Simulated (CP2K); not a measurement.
# MgS (F-43m) in CP2K: a series of runs

Runs on MgS. Level: PBE. Tasks: single point.

All numbers are computed with CP2K 2026.2; they aren't measurements. Logs are shortened: lines on timing, memory, paths and dates and some standing lists are left out, and cuts for length are marked.

### Step 1. The structure

It takes space group F-43m (No. 216, cubic). Conventional cell: a = 5.666 Å, b = 5.666 Å, c = 5.666 Å, α = 90.00°, β = 90.00°, γ = 90.00°. S (site symmetry -43m) has 4 Mg at 2.45 Å as nearest neighbours. Around Mg (site symmetry -43m) lie 4 S at 2.45 Å.

The cell comes from a database or a generator and needn't be the stable form of this composition.

### Step 2. Single point, PBE

File mgs_scf.inp:

```
&GLOBAL
  PROJECT mgs_scf
  RUN_TYPE ENERGY_FORCE
  PRINT_LEVEL LOW
&END GLOBAL
&FORCE_EVAL
  METHOD QS
  STRESS_TENSOR ANALYTICAL
  &DFT
    BASIS_SET_FILE_NAME BASIS_MOLOPT
    POTENTIAL_FILE_NAME GTH_POTENTIALS
    &MGRID
      CUTOFF 1400
      REL_CUTOFF 60
      NGRIDS 5
    &END MGRID
    &QS
      METHOD GPW
      EPS_DEFAULT 1.0E-9
    &END QS
    &KPOINTS
      SCHEME MONKHORST-PACK 8 8 8
      GAMMA_CENTERED T
      SYMMETRY T
      SYMMETRY_BACKEND SPGLIB
    &END KPOINTS
    &SCF
      SCF_GUESS ATOMIC
      EPS_SCF 1.0E-6
      MAX_SCF 100
      ADDED_MOS 1
      CHOLESKY OFF
      EPS_EIGVAL 1.0E-7
      &DIAGONALIZATION ON
        ALGORITHM STANDARD
      &END DIAGONALIZATION
      &MIXING ON
        METHOD BROYDEN_MIXING
        ALPHA 0.4
        BETA 1.5
        NBUFFER 8
      &END MIXING
      &SMEAR ON
        METHOD FERMI_DIRAC
        ELECTRONIC_TEMPERATURE [K] 580.226
      &END SMEAR
    &END SCF
    &XC
      &XC_FUNCTIONAL
        &GGA_X_PBE
        &END GGA_X_PBE
        &GGA_C_PBE
        &END GGA_C_PBE
      &END XC_FUNCTIONAL
    &END XC
    &PRINT
      &KPOINTS ON
      &END KPOINTS
      &MULLIKEN ON
      &END MULLIKEN
      &MO ON
        ENERGIES T
        OCCUPATION_NUMBERS T
        &EACH
          QS_SCF 0
        &END EACH
        ADD_LAST NUMERIC
      &END MO
      &LOWDIN ON
      &END LOWDIN
      &HIRSHFELD ON
        SHAPE_FUNCTION DENSITY
      &END HIRSHFELD
    &END PRINT
  &END DFT
  &SUBSYS
    &CELL
      A 4.0066367940 0.0000000000 0.0000000000
      B 2.0033183970 3.4698492474 0.0000000000
      C 2.0033183970 1.1566164158 3.2714052433
      PERIODIC XYZ
    &END CELL
    &COORD
      SCALED
      S   0.2500000000 0.2500000000 0.2500000000
      Mg  0.0000000000 0.0000000000 0.0000000000
    &END COORD
    &KIND S
      BASIS_SET SZV-MOLOPT-SR-GTH-q6
      POTENTIAL GTH-PBE-q6
    &END KIND
    &KIND Mg
      BASIS_SET SZV-MOLOPT-SR-GTH-q10
      POTENTIAL GTH-PBE-q10
    &END KIND
    &PRINT
      &ATOMIC_COORDINATES ON
      &END ATOMIC_COORDINATES
      &CELL ON
      &END CELL
      &SYMMETRY ON
      &END SYMMETRY
    &END PRINT
  &END SUBSYS
  &PRINT
    &FORCES ON
    &END FORCES
    &STRESS_TENSOR ON
    &END STRESS_TENSOR
  &END PRINT
&END FORCE_EVAL
```

Potentials or basis: GTH_POTENTIALS S GTH-PBE-q6, Mg GTH-PBE-q10; SZV-MOLOPT-SR-GTH basis.

Command:

```bash
> OMP_NUM_THREADS=1 cp2k.psmp -i mgs_scf.inp -o mgs_scf.out
```

mgs_scf.out:

```text

 CP2K| version string:                                       CP2K version 2026.2
 CP2K| Input file name                                               mgs_scf.inp

 GLOBAL| Force Environment number                                              1
 GLOBAL| Basis set file name                                        BASIS_MOLOPT
 GLOBAL| Potential file name                                      GTH_POTENTIALS
 GLOBAL| MM Potential file name                                     MM_POTENTIAL
 GLOBAL| Coordinate file name                                      __STD_INPUT__
 GLOBAL| Method name                                                        CP2K
 GLOBAL| Project name                                                    mgs_scf
 GLOBAL| Run type                                                   ENERGY_FORCE
 GLOBAL| FFT library                                                       FFTW3
 GLOBAL| Diagonalization library                                       ScaLAPACK
 GLOBAL| Cholesky decomposition library                                ScaLAPACK
 GLOBAL| DGEMM library                                                      BLAS
 GLOBAL| Direct generalized diagonalization requested                          F
 GLOBAL| Matrix multiplication library                                 ScaLAPACK
 GLOBAL| Global print level                                                  LOW
 GLOBAL| Total number of message passing processes                             1
 GLOBAL| Number of threads for this process                                    1
 GLOBAL| CPU model name                                                  UNKNOWN

 CELL| Volume [angstrom^3]:                                            45.480468
 CELL| Vector a [angstrom]:       4.007     0.000     0.000   |a| =     4.006637
 CELL| Vector b [angstrom]:       2.003     3.470     0.000   |b| =     4.006637
 CELL| Vector c [angstrom]:       2.003     1.157     3.271   |c| =     4.006637
 CELL| Angle (b,c), alpha [degree]:                                    60.000000
 CELL| Angle (a,c), beta  [degree]:                                    60.000000
 CELL| Angle (a,b), gamma [degree]:                                    60.000000
 CELL| Numerically orthorhombic:                                              NO
 CELL| Periodicity                                                           XYZ

 CELL_REF| Volume [angstrom^3]:                                        45.480468
 CELL_REF| Vector a [angstrom     4.007     0.000     0.000   |a| =     4.006637
 CELL_REF| Vector b [angstrom     2.003     3.470     0.000   |b| =     4.006637
 CELL_REF| Vector c [angstrom     2.003     1.157     3.271   |c| =     4.006637
 CELL_REF| Angle (b,c), alpha [degree]:                                60.000000
 CELL_REF| Angle (a,c), beta  [degree]:                                60.000000
 CELL_REF| Angle (a,b), gamma [degree]:                                60.000000
 CELL_REF| Numerically orthorhombic:                                          NO
 CELL_REF| Periodicity                                                       XYZ

[... 9 lines left out ...]

  Total number of            - Atomic kinds:                                   2
                             - Atoms:                                          2
[... 138 lines left out ...]
 MO|      1              -2.665524             -72.532585               2.000000
 MO|      2              -1.441770             -39.232561               2.000000
 MO|      3              -1.441731             -39.231492               2.000000
 MO|      4              -1.441731             -39.231492               2.000000
 MO|      5              -0.162657              -4.426109               2.000000
 MO|      6               0.107838               2.934422               2.000000
 MO|      7               0.259413               7.058998               1.999995
 MO|      8               0.259413               7.058998               1.999995
 MO|      9               0.448043              12.191881               0.000000
 MO| Sum:                                                              15.999991
 MO| E(Fermi):            0.283281 a.u.          7.708474 eV
[... 181 lines left out ...]
 MO| EIGENVALUES AND OCCUPATION NUMBERS FOR K POINT 14
 MO|
 MO|  Index      Eigenvalue [a.u.]        Eigenvalue [eV]             Occupation
 MO|      1              -2.665523             -72.532564               2.000000
 MO|      2              -1.441768             -39.232493               2.000000
 MO|      3              -1.441743             -39.231830               2.000000
 MO|      4              -1.441734             -39.231584               2.000000
 MO|      5              -0.147122              -4.003396               2.000000
 MO|      6               0.097292               2.647441               2.000000
 MO|      7               0.236053               6.423335               2.000000
 MO|      8               0.254002               6.911752               2.000000
 MO|      9               0.480345              13.070846               0.000000
 MO| Sum:                                                              16.000000
 MO| E(Fermi):            0.283281 a.u.          7.708474 eV

 [... the levels of further k-points ...]

 !-----------------------------------------------------------------------------!
                     Mulliken Population Analysis

 #  Atom  Element  Kind  Atomic population                           Net charge
       1     S        1          6.714393                             -0.714393
       2     Mg       2          9.285607                              0.714393
 # Total charge                             16.000000                  0.000000

 !-----------------------------------------------------------------------------!

 !-----------------------------------------------------------------------------!
                           Hirshfeld Charges

  #Atom  Element  Kind  Ref Charge     Population                    Net charge
      1       S      1       6.000          6.621                        -0.621
      2       Mg     2      10.000          9.379                         0.621

  Total Charge                                                           -0.000
 !-----------------------------------------------------------------------------!

 LOWDIN POPULATION ANALYSIS

 #  Atom  Element  Kind  Atomic population                           Net charge
       1     S        1          6.770010                             -0.770010
       2     Mg       2          9.229990                              0.770010
 # Total charge                             16.000000                  0.000000

 ENERGY| Total FORCE_EVAL ( QS ) energy [hartree]            -73.217298238416888

 FORCES| Atomic forces [hartree/bohr]
 FORCES|   Atom     x               y               z               |f|
 FORCES|      1  2.86485666E-06  1.65642710E-06  1.16861349E-06   3.50953158E-06
 FORCES|      2  5.62852740E-06  3.24723043E-06  2.29879422E-06   6.89269766E-06
 FORCES| Sum     8.49338406E-06  4.90365754E-06  3.46740771E-06
 FORCES| Total atomic force                                       1.04022279E-05

 STRESS| Analytical stress tensor [bar]
 STRESS|                        x                   y                   z
 STRESS|      x        1.56047429032E+03   7.21407760685E+01   5.10067710472E+01
 STRESS|      y        7.21407760685E+01   1.47717535786E+03   2.94552372216E+01
 STRESS|      z        5.10067710472E+01   2.94552372216E+01   1.45635162983E+03
 STRESS| 1/3 Trace                                             1.49800042601E+03
 STRESS| Determinant                                           3.34446810327E+09

 STRESS| Eigenvectors and eigenvalues of the analytical stress tensor [bar]
 STRESS|                        1                   2                   3
 STRESS| Eigenvalues   1.43552060913E+03   1.43553098416E+03   1.62294968473E+03
 STRESS|      x          -0.226695143231     -0.530992569406      0.816490173408
 STRESS|      y           0.792733603411      0.386444011962      0.471417500356
 STRESS|      z          -0.565846928116      0.754127255080      0.333330672287
```

Wall time 12 s (1 thread of Arm Neoverse V2, shared host); peak memory 0.7 GiB.

Results:

| Property | Result |
| --- | --- |
| Free energy | -1992.3440 eV |
| Pressure | 0.1 GPa |
| Band gap on the k mesh | 0.75 eV, direct |
| Mulliken charges | S -0.71; Mg +0.71 e |
| Hirshfeld charges | S -0.62; Mg +0.62 e |

Caveat: a minimal basis gives rough bond lengths, pressures and levels; Mulliken charges move with the basis; the basis of atomic orbitals isn't converged, which shifts pressures, moduli and gaps.

### Step 3. Single point, PBE

mgs_scf.inp: that of step 2 with these lines changed.

```diff
@@ -30,3 +30,3 @@
       MAX_SCF 100
-      ADDED_MOS 1
+      ADDED_MOS 10
       CHOLESKY OFF
@@ -88,3 +88,3 @@
     &KIND S
-      BASIS_SET SZV-MOLOPT-SR-GTH-q6
+      BASIS_SET DZVP-MOLOPT-SR-GTH-q6
       POTENTIAL GTH-PBE-q6
@@ -92,3 +92,3 @@
     &KIND Mg
-      BASIS_SET SZV-MOLOPT-SR-GTH-q10
+      BASIS_SET DZVP-MOLOPT-SR-GTH-q10
       POTENTIAL GTH-PBE-q10
```

Potentials or basis: GTH_POTENTIALS S GTH-PBE-q6, Mg GTH-PBE-q10; DZVP-MOLOPT-SR-GTH basis.

Command:

```bash
> OMP_NUM_THREADS=1 cp2k.psmp -i mgs_scf.inp -o mgs_scf.out
```

Wall time 16 s (1 thread of Arm Neoverse V2, shared host); peak memory 0.71 GiB.

It converged, with:

```yaml
Free_energy: -2002.4530 eV
Pressure: 2.3 GPa
Band_gap_on_the_k_mesh: 3.26 eV, direct
Mulliken_charges: S -0.81; Mg +0.81 e
Hirshfeld_charges: S -0.32; Mg +0.32 e
```

Levels at points of the mesh, in eV from the valence-band top:
```tsv
k point	band 6	band 7	band 8	band 9	band 10	band 11
(0.00, 0.00, 0.00)	0.00	0.00	0.00	3.26	8.12	8.12
(0.00, 0.00, 0.50)	-3.28	-0.37	-0.37	5.24	8.81	8.81
(0.00, 0.50, 0.50)	-2.94	-1.13	-1.13	4.54	6.90	12.94
```

Caveat: Mulliken charges move with the basis; the basis of atomic orbitals isn't converged, which shifts pressures, moduli and gaps.

(Part 1 of 4 ends here.)
